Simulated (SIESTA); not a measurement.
**Ta under changes of volume**

One of the cells (19.195 Å³/atom); the others are scaled copies at fixed shape and fractional positions:

```
Ta
1.0
     2.91958    0.00000    0.00000
    -1.45979    2.52843    0.00000
     0.00000    0.00000    5.20049
Ta
2
Direct
  0.33333 0.66667 0.25000
  0.66667 0.33333 0.75000
```

This isn't the form of Ta at room conditions, which is bcc.

- Program: SIESTA 5.4.2
- Functional: PBEsol
- Potentials or basis: PseudoDojo 0.4 standard (PBEsol files)
- Basis: DZP (energy shift 0.003 Ry; two zetas on semicore shells)
- Grid cutoff: 800 Ry
- Energy shift: 0.003 Ry
- k mesh: 11 × 11 × 5
- Occupations: fermi-dirac, width 0.05 eV
- Spin: no spin polarisation

```csv
volume (Å³/atom),energy over the lowest point (meV/atom),pressure (GPa)
17.689,9.51,6.6
18.066,0.00,1.8
18.442,?,?
19.195,32.14,-10.1
19.571,59.96,-13.3
19.948,95.10,-16.3
```

Problem. What does the run at 18.442 Å³/atom give?

Solution. Energy over the lowest point 1.15 meV/atom; pressure -2.5 GPa.

Worked out: A Birch-Murnaghan fit of order 3 (a polynomial in V^(-2/3)) to the other rows has its minimum at 18.21 Å³/atom with B0 = V·E''(V) = 213 GPa and B' = 3.8 at fixed shape and positions, which overstates the stiffness. It gives 1.27 meV/atom at 18.442 Å³/atom, against the run's 1.15, and -dE/dV = -2.7 GPa, against -2.5.

Energies are extrapolated to zero smearing.

Caveats: short orbitals over semicore shells can move pressures by several GPa; the basis of atomic orbitals isn't converged, which shifts pressures, moduli and gaps.
